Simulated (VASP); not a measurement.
# BiTe (Fm-3m) in VASP: a series of runs

The runs below take BiTe through single point, with PBEsol.

All numbers are computed with VASP 6.6.1; they aren't measurements. Logs are shortened: lines on timing, memory, paths and dates and some standing lists are left out, and cuts for length are marked.

## Step 1: Starting point

The structure is cubic, space group Fm-3m (No. 225). The conventional cell has a = 6.470 Å, b = 6.470 Å, c = 6.470 Å, α = 90.00°, β = 90.00°, γ = 90.00°. Bi (site symmetry m-3m) has 6 Te at 3.23 Å as nearest neighbours. Te (site symmetry m-3m) is surrounded by 6 Bi at 3.23 Å.

## Step 2: Single point, PBEsol

File INCAR:

```
SYSTEM = BiTe
ALGO     = Normal         ! electronic algorithm
EDIFF    = 1E-6           ! SCF threshold, eV
ENCUT    = 520            ! plane-wave cutoff, eV
GGA      = PS             ! functional
ISIF     = 2              ! what is computed and relaxed
ISMEAR   = 1              ! smearing method
LASPH    = .True.         ! aspherical terms in the spheres
LCHARG   = .True.         ! write CHGCAR
LELF     = .True.         ! ELF
LREAL    = .False.        ! projectors in reciprocal space
LVHAR    = .True.       
LWAVE    = .False.        ! write WAVECAR
NBANDS   = 18             ! bands
NELM     = 60             ! most SCF steps
PREC     = Accurate       ! precision mode
SIGMA    = 0.1            ! smearing width, eV
```

File KPOINTS:

```
k-points
0
Gamma
  5 5 5
  0 0 0
```

File POSCAR:

```
BiTe
1.0
    0.0000000000      3.2350000000      3.2350000000
    3.2350000000      0.0000000000      3.2350000000
    3.2350000000      3.2350000000      0.0000000000
Bi Te
1 1
Direct
    0.0000000000      0.0000000000      0.0000000000
    0.5000000000      0.5000000000      0.5000000000
```

Potentials or basis: VASP PAW PBE potentials, release 64 (Bi_d, Te).

Launch:

```console
$ cat potpaw_PBE.64/Bi_d/POTCAR potpaw_PBE.64/Te/POTCAR > POTCAR
$ mpirun -np 1 vasp_std > vasp.out
```

OUTCAR:

```text
SYSTEM = BiTe
   EDIFF = 1E-6
   ENCUT = 520
   GGA = PS
   ISIF = 2
   ISMEAR = 1
   LASPH = .True.
   LREAL = .False.
   NELM = 60
   PREC = Accurate

 ion  position               nearest neighbor table
   1  0.000  0.000  0.000-   2 3.23   2 3.23   2 3.23   2 3.23   2 3.23   2 3.23
   2  0.500  0.500  0.500-   1 3.23   1 3.23   1 3.23   1 3.23   1 3.23   1 3.23

  LATTYP: Found a face centered cubic cell.
 ALAT       =     6.4700000000

  Lattice vectors:

 A1 = (   0.0000000000,   3.2350000000,   3.2350000000)
 A2 = (   3.2350000000,   0.0000000000,   3.2350000000)
 A3 = (   3.2350000000,   3.2350000000,   0.0000000000)

Analysis of symmetry for initial positions (statically):
=====================================================================
 Subroutine PRICEL returns:
 Original cell was already a primitive cell.

 Routine SETGRP: Setting up the symmetry group for a
 face centered cubic supercell.

 Subroutine GETGRP returns: Found 48 space group operations
 (whereof 48 operations were pure point group operations)
 out of a pool of 48 trial point group operations.

The static configuration has the point symmetry O_h .

Analysis of symmetry for dynamics (positions and initial velocities):
=====================================================================
 Subroutine PRICEL returns:
 Original cell was already a primitive cell.

 Routine SETGRP: Setting up the symmetry group for a
 face centered cubic supercell.

 Subroutine GETGRP returns: Found 48 space group operations
 (whereof 48 operations were pure point group operations)
 out of a pool of 48 trial point group operations.

The dynamic configuration has the point symmetry O_h .

 Subroutine INISYM returns: Found 48 space group operations
 (whereof 48 operations are pure point group operations),
 and found     1 'primitive' translations

----------------------------------------------------------------------------------------

                                     Primitive cell

  volume of cell :      67.7100

  direct lattice vectors                    reciprocal lattice vectors
     0.000000000  3.235000000  3.235000000    -0.154559505  0.154559505  0.154559505
     3.235000000  0.000000000  3.235000000     0.154559505 -0.154559505  0.154559505
     3.235000000  3.235000000  0.000000000     0.154559505  0.154559505 -0.154559505

  length of vectors
     4.574980874  4.574980874  4.574980874     0.267704916  0.267704916  0.267704916

  position of ions in fractional coordinates (direct lattice)
     0.000000000  0.000000000  0.000000000
     0.500000000  0.500000000  0.500000000

  ion indices of the primitive-cell ions
   primitive index   ion index
                 1           1
                 2           2

----------------------------------------------------------------------------------------

 KPOINTS: k-points

Automatic generation of k-mesh.
 Grid dimensions read from file:
 generate k-points for:    5    5    5

 Generating k-lattice:

  Cartesian coordinates                     Fractional coordinates (reciprocal lattice)
    -0.030911901  0.030911901  0.030911901     0.200000000  0.000000000  0.000000000
     0.030911901 -0.030911901  0.030911901     0.000000000  0.200000000  0.000000000
     0.030911901  0.030911901 -0.030911901     0.000000000  0.000000000  0.200000000

  Length of vectors
     0.053540983  0.053540983  0.053540983

  Shift w.r.t. Gamma in fractional coordinates (k-lattice)
     0.000000000  0.000000000  0.000000000

 Subroutine IBZKPT returns following result:
 ===========================================

 Found     10 irreducible k-points:

 Following reciprocal coordinates:
            Coordinates               Weight
  0.000000  0.000000  0.000000      1.000000
  0.200000  0.000000  0.000000      8.000000
  0.400000  0.000000  0.000000      8.000000
  0.200000  0.200000  0.000000      6.000000
  0.400000  0.200000  0.000000     24.000000
 -0.400000  0.200000  0.000000     24.000000
 -0.200000  0.200000  0.000000     12.000000
  0.400000  0.400000  0.000000      6.000000
 -0.400000  0.400000  0.000000     12.000000
 -0.400000  0.400000  0.200000     24.000000
   k-points           NKPTS =     10   k-points in BZ     NKDIM =     10   number of bands    NBANDS=     18
   number of dos      NEDOS =    301   number of ions     NIONS =      2
   total plane-waves  NPLWV =  46656
   dimension x,y,z NGX =    36 NGY =   36 NGZ =   36
   dimension x,y,z NGXF=    72 NGYF=   72 NGZF=   72
   ions per type =               1   1
   NGX,Y,Z   is equivalent  to a cutoff of  13.08, 13.08, 13.08 a.u.
   NGXF,Y,Z  is equivalent  to a cutoff of  26.16, 26.16, 26.16 a.u.
 SYSTEM =  BiTe
   PREC   = accura    normal or accurate (medium, high low for compatibility)
   ISTART =      0    job   : 0-new  1-cont  2-samecut
   ICHARG =      2    charge: 1-file 2-atom 10-const
   ISPIN  =      1    spin polarized calculation?
   LNONCOLLINEAR =      F non collinear calculations
   LSORBIT =      F    spin-orbit coupling
   LASPH  =      T    aspherical Exc in radial PAW
   ENCUT  =  520.0 eV  38.22 Ry    6.18 a.u.   8.51  8.51  8.51*2*pi/ulx,y,z
   NELM   =     60;   NELMIN=  2; NELMDL= -5     # of ELM steps
   EDIFF  = 0.1E-05   stopping-criterion for ELM
   LREAL  =      F    real-space projection
   EDIFFG = 0.1E-04   stopping-criterion for IOM
   NSW    =      0    number of steps for IOM
   IBRION =     -1    ionic relax: 0-MD 1-quasi-New 2-CG
   NFREE  =      0    steps in history (QN), initial steepest desc. (CG)
   ISIF   =      2    stress and relaxation
   ISYM   =      2    0-nonsym 1-usesym 2-fastsym
   POTIM  = 0.5000    time-step for ionic-motion
   TEBEG  =    0.0;   TEEND  =   0.0 temperature during run
   PSTRESS=    0.0 pullay stress
   NELECT =      21.0000    total number of electrons
   NUPDOWN=      -1.0000    fix difference up-down
   EMIN   =  10.00;   EMAX   =-10.00  energy-range for DOS
   EFERMI =   0.00;   METHOD = LEGACY
   ISMEAR =     1;   SIGMA  =   0.10  broadening in eV -4-tet -1-fermi 0-gaus
   EFERMI_NEDOS =   21; number of points for ismear=-14 and -15
   IALGO  =     38    algorithm
   IMIX   =      4    mixing-type and parameters
     AMIX     =   0.40;   BMIX     =  1.00
     AMIX_MAG =   1.60;   BMIX_MAG =  1.00
  volume/ion in A,a.u.               =      33.86       228.46
  Fermi-wavevector in a.u.,A,eV,Ry     =   1.108146  2.094092 16.707785  1.227988
  Thomas-Fermi vector in A             =   2.244669
   LORBIT       =      0    0 simple, 1 ext, 2 COOP (PROOUT), +10 PAW based schemes
   GGA     = PS    functional components
   LHFCALC =     F    Hartree Fock is set to
   AEXX    =    0.0000 exact exchange contribution
   IVDW    =     0    specifies the selected vdW correction
   LEPSILON=     F    determine dielectric tensor
   LRPA    =     F    only Hartree local field effects (RPA)
 non-spin polarized calculation
 Methfessel and Paxton  Order N= 1 SIGMA  =   0.10
  energy-cutoff  :      520.00
  volume of cell :       67.71
 maximum number of plane-waves:      1849
 NGX is ok and might be reduce to    36
   NGX = 17   NGY = 17   NGZ = 17

 number of electron      21.0000001 magnetization

 Free energy of the ion-electron system (eV)
  ---------------------------------------------------
  ext. energy  EPLUGINS =         0.00000000
  ---------------------------------------------------
  free energy    TOTEN  =        -7.97450195 eV

  energy without entropy =       -7.96995885  energy(sigma->0) =       -7.97298758

 E-fermi :   6.5802     XC(G=0):  -9.5920

 val. band max:        6.4906553051   @ k =   0.2000   0.2000   0.0000
 cond. band min:       6.5981061546   @ k =  -0.4000   0.4000   0.2000
 fundamental gap:      0.1074508495
 Fermi energy:         6.5802470609

 k-point     1 :       0.0000    0.0000    0.0000
  band No.  band energies     occupation
      1     -16.5509      2.00000
      2     -16.5509      2.00000
      3     -16.5467      2.00000
      4     -16.5467      2.00000
      5     -16.5467      2.00000
      6      -7.0442      2.00000
[... 10 lines left out ...]
     17      12.4830      0.00000
     18      12.9270      0.00000

 k-point     2 :       0.2000    0.0000    0.0000
  band No.  band energies     occupation
      1     -16.5523      2.00000
      2     -16.5523      2.00000
      3     -16.5460      2.00000
      4     -16.5445      2.00000
      5     -16.5445      2.00000
      6      -6.6888      2.00000
[... 10 lines left out ...]
     17      14.4501      0.00000
     18      14.8997      0.00000

 k-point     3 :       0.4000    0.0000    0.0000
  band No.  band energies     occupation
      1     -16.5550      2.00000
      2     -16.5550      2.00000
      3     -16.5450      2.00000
      4     -16.5404      2.00000
      5     -16.5404      2.00000
      6      -5.6704      2.00000
[... 10 lines left out ...]
     17      15.3998      0.00000
     18      16.7942      0.00000

 k-point     4 :       0.2000    0.2000    0.0000
  band No.  band energies     occupation
      1     -16.5554      2.00000
      2     -16.5493      2.00000
      3     -16.5479      2.00000
      4     -16.5431      2.00000
      5     -16.5431      2.00000
      6      -6.5827      2.00000
[... 10 lines left out ...]
     17      13.1764      0.00000
     18      13.5661      0.00000

 k-point     5 :       0.4000    0.2000    0.0000
  band No.  band energies     occupation
      1     -16.5585      2.00000
      2     -16.5505      2.00000
      3     -16.5469      2.00000
      4     -16.5406      2.00000
      5     -16.5394      2.00000
      6      -5.8357      2.00000
[... 10 lines left out ...]
     17      14.9613      0.00000
     18      15.5618      0.00000

 k-point     6 :      -0.4000    0.2000    0.0000
  band No.  band energies     occupation
      1     -16.5574      2.00000
      2     -16.5533      2.00000
      3     -16.5436      2.00000
      4     -16.5409      2.00000
      5     -16.5394      2.00000
      6      -5.0335      2.00000
[... 10 lines left out ...]
     17      15.9553      0.00000
     18      17.4066      0.00000

 k-point     7 :      -0.2000    0.2000    0.0000
  band No.  band energies     occupation
      1     -16.5541      2.00000
      2     -16.5536      2.00000
      3     -16.5450      2.00000
      4     -16.5429      2.00000
      5     -16.5414      2.00000
      6      -6.1238      2.00000
[... 10 lines left out ...]
     17      14.4462      0.00000
     18      15.7620      0.00000

 k-point     8 :       0.4000    0.4000    0.0000
  band No.  band energies     occupation
      1     -16.5637      2.00000
      2     -16.5499      2.00000
      3     -16.5467      2.00000
      4     -16.5371      2.00000
      5     -16.5371      2.00000
      6      -5.5350      2.00000
[... 10 lines left out ...]
     17      16.3890      0.00000
     18      16.3890      0.00000

 k-point     9 :      -0.4000    0.4000    0.0000
  band No.  band energies     occupation
      1     -16.5627      2.00000
      2     -16.5485      2.00000
      3     -16.5477      2.00000
      4     -16.5378      2.00000
      5     -16.5370      2.00000
      6      -5.0600      2.00000
[... 10 lines left out ...]
     17      16.3669      0.00000
     18      16.6745      0.00000

 k-point    10 :      -0.4000    0.4000    0.2000
  band No.  band energies     occupation
      1     -16.5600      2.00000
      2     -16.5507      2.00000
      3     -16.5453      2.00000
      4     -16.5409      2.00000
      5     -16.5372      2.00000
      6      -5.0937      2.00000
[... 10 lines left out ...]
     17      15.5050      0.00000
     18      17.1659      0.00000

------------------------ aborting loop because EDIFF is reached ----------------------------------------

  FORCE on cell =-STRESS in cart. coord.  units (eV):
  Direction    XX          YY          ZZ          XY          YZ          ZX
  --------------------------------------------------------------------------------------
  -------------------------------------------------------------------------------------
  Total       -0.7698108     -0.7698108     -0.7698108      0.0000000     -0.0000000      0.0000000
  in kB      -18.2155256    -18.2155256    -18.2155256      0.0000000     -0.0000000      0.0000000
  external PRESSURE =     -18.2155256 kB  Pullay stress =       0.0000000 kB

 VOLUME and BASIS-vectors are now :
 -----------------------------------------------------------------------------
  energy-cutoff  :      520.00
  volume of cell :       67.71
      direct lattice vectors                 reciprocal lattice vectors
     0.000000000  3.235000000  3.235000000    -0.154559505  0.154559505  0.154559505
     3.235000000  0.000000000  3.235000000     0.154559505 -0.154559505  0.154559505
     3.235000000  3.235000000  0.000000000     0.154559505  0.154559505 -0.154559505

 POSITION                                       TOTAL-FORCE (eV/Angst)
 -----------------------------------------------------------------------------------
      0.00000      0.00000      0.00000         0.000000      0.000000      0.000000
      3.23500      3.23500      3.23500         0.000000      0.000000     -0.000000
 -----------------------------------------------------------------------------------
    total drift:                               -0.000000      0.000000      0.000000

  FREE ENERGIE OF THE ION-ELECTRON SYSTEM (eV)
  ---------------------------------------------------
  free  energy   TOTEN  =        -7.9745019484 eV

  energy  without entropy=       -7.9699588497  energy(sigma->0) =       -7.97298758
```

Run time: 12 s. Hardware: 1 thread of Intel Xeon Platinum 8488C (Sapphire Rapids), shared host; peak memory 0.2 GiB.

Results:

| Item | Value |
| --- | --- |
| Free energy | -7.9745 eV |
| Pressure | -1.8 GPa |
| Band gap on the k mesh | none (metal or under the smearing width) |

Caveat: the PAW data sets were made with another functional, which shifts forces and pressure a little; spin-orbit coupling is left out, which moves the levels of the heavy elements.

## Step 3: Single point, PBEsol

File INCAR:

```
  ALGO = Normal
  EDIFF = 1E-6
  ENCUT = 520
  GGA = PS
  ISIF = 2
  ISMEAR = 1
  LASPH = True
  LCHARG = True
  LELF = True
  LREAL = False
  LVHAR = True
  LWAVE = False
  NBANDS = 18
  NELM = 60
  PREC = Accurate
  SIGMA = 0.1
```

File KPOINTS:

```
k-points
0
Gamma
  5 5 5
```

POSCAR is that of step 2.

Potentials or basis: VASP PAW PBE potentials, release 64 (Bi_d, Te).

Launch:

```console
$ cat potpaw_PBE.64/Bi_d/POTCAR potpaw_PBE.64/Te/POTCAR > POTCAR
$ mpirun -np 1 vasp_std > vasp.out
```

OUTCAR:

```text
EDIFF = 1E-6
   ENCUT = 520
   GGA = PS
   ISIF = 2
   ISMEAR = 1
   LASPH = True
   LREAL = False
   NELM = 60
   PREC = Accurate

 ion  position               nearest neighbor table
   1  0.000  0.000  0.000-   2 3.23   2 3.23   2 3.23   2 3.23   2 3.23   2 3.23
   2  0.500  0.500  0.500-   1 3.23   1 3.23   1 3.23   1 3.23   1 3.23   1 3.23

  LATTYP: Found a face centered cubic cell.
 ALAT       =     6.4700000000

  Lattice vectors:

 A1 = (   0.0000000000,   3.2350000000,   3.2350000000)
[... 381 lines left out ...]
------------------------ aborting loop because EDIFF is reached ----------------------------------------

  FORCE on cell =-STRESS in cart. coord.  units (eV):
  Direction    XX          YY          ZZ          XY          YZ          ZX
  --------------------------------------------------------------------------------------
  -------------------------------------------------------------------------------------
  Total       -0.7698108     -0.7698108     -0.7698108      0.0000000     -0.0000000      0.0000000
  in kB      -18.2155256    -18.2155256    -18.2155256      0.0000000     -0.0000000      0.0000000
  external PRESSURE =     -18.2155256 kB  Pullay stress =       0.0000000 kB

 VOLUME and BASIS-vectors are now :
 -----------------------------------------------------------------------------
  energy-cutoff  :      520.00
  volume of cell :       67.71
      direct lattice vectors                 reciprocal lattice vectors
     0.000000000  3.235000000  3.235000000    -0.154559505  0.154559505  0.154559505
     3.235000000  0.000000000  3.235000000     0.154559505 -0.154559505  0.154559505
     3.235000000  3.235000000  0.000000000     0.154559505  0.154559505 -0.154559505

 POSITION                                       TOTAL-FORCE (eV/Angst)
 -----------------------------------------------------------------------------------
      0.00000      0.00000      0.00000         0.000000      0.000000      0.000000
      3.23500      3.23500      3.23500         0.000000      0.000000     -0.000000
 -----------------------------------------------------------------------------------
    total drift:                               -0.000000      0.000000      0.000000

  FREE ENERGIE OF THE ION-ELECTRON SYSTEM (eV)
  ---------------------------------------------------
  free  energy   TOTEN  =        -7.9745019484 eV

  energy  without entropy=       -7.9699588497  energy(sigma->0) =       -7.97298758
```

Run time: 12 s. Hardware: 1 thread of Intel Xeon Platinum 8488C (Sapphire Rapids), shared host; peak memory 0.2 GiB.

What came out:

| Item | Value |
| --- | --- |
| Free energy | -7.9745 eV |
| Pressure | -1.8 GPa |
| Band gap on the k mesh | none (metal or under the smearing width) |

Caveat: the PAW data sets were made with another functional, which shifts forces and pressure a little; spin-orbit coupling is left out, which moves the levels of the heavy elements.

## Step 4: Single point, PBEsol

File INCAR:

```
SYSTEM = BiTe
ALGO = Normal
EDIFF = 1E-6
ENCUT = 520
GGA = PS
ISIF = 2
ISMEAR = 1
LASPH = .TRUE.
LCHARG = .FALSE.
LREAL = .FALSE.
LWAVE = .FALSE.
NBANDS = 18
NELM = 100
PREC = Accurate
SIGMA = 0.1
```

File KPOINTS:

```
k-points
0
G
  5 5 5
  0 0 0
```

POSCAR is that of step 3.

Launch:

```console
$ cat potpaw_PBE.64/Bi_d/POTCAR potpaw_PBE.64/Te/POTCAR > POTCAR
$ mpirun -np 1 vasp_std > vasp.out
```

Wall time 11 s (1 thread of Intel Xeon Platinum 8488C (Sapphire Rapids), shared host); peak memory 0.2 GiB.

The run converged. Its results:

| Quantity | Value |
| --- | --- |
| Free energy | -7.9745 eV |
| Pressure | -1.8 GPa |
| Band gap on the k mesh | none (metal or under the smearing width) |

Levels at points of the mesh, in eV from the Fermi level:
```csv
k point,band 7,band 8,band 9,band 10,band 11,band 12,band 13,band 14
"(0.00, 0.00, 0.00)",-8.23,-2.62,-2.62,-2.62,2.06,2.06,2.06,4.55
```

Caveat: the PAW data sets were made with another functional, which shifts forces and pressure a little; spin-orbit coupling is left out, which moves the levels of the heavy elements.
